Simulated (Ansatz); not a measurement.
**Relaxing mercury (fcc)**

All numbers below come from DFT, PBEsol, plane waves (420 eV) with PAW, scalar-relativistic (Ansatz). (PAW data from PBE, frozen cores regenerated.)

k-point mesh 12×12×12, Fermi-Dirac smearing 0.1 eV, no spin polarisation. Cell and atoms relax.

Starting structure:

```yaml
crystal:
  lattice:
    - [0.0, 2.2595506664, 2.2595506664]
    - [2.2595506664, 0.0, 2.2595506664]
    - [2.2595506664, 2.2595506664, 0.0]
  atoms:
    - { symbol: Hg, position: [0.0, 0.0, 0.0] }
hamiltonian:
  xc: pbesol
  pseudopotentials:
    kind: paw
    azcp:
      Hg: "pseudopotentials/Hg.paw.azcp"
basis:
  ecutwfc: 420
  fft_grid_basis: typed
kpoints:
  mp_grid: { grid: [12, 12, 12], shift: [0, 0, 0] }
magnetization:
  spin_polarized: false
scf:
  occupations: { method: fermi_dirac, width: 0.1 }
relax:
  max_steps: 60
  f_tol: 0.01
  cell: {}
```

The pressure at the start is 0.5 GPa. By how much does the volume change?

From 23.07 to 23.37 Å³ per atom, 1.3 %. The final cell has a = 4.539 Å.

How much energy does the relaxation gain?

0.5 meV per atom.
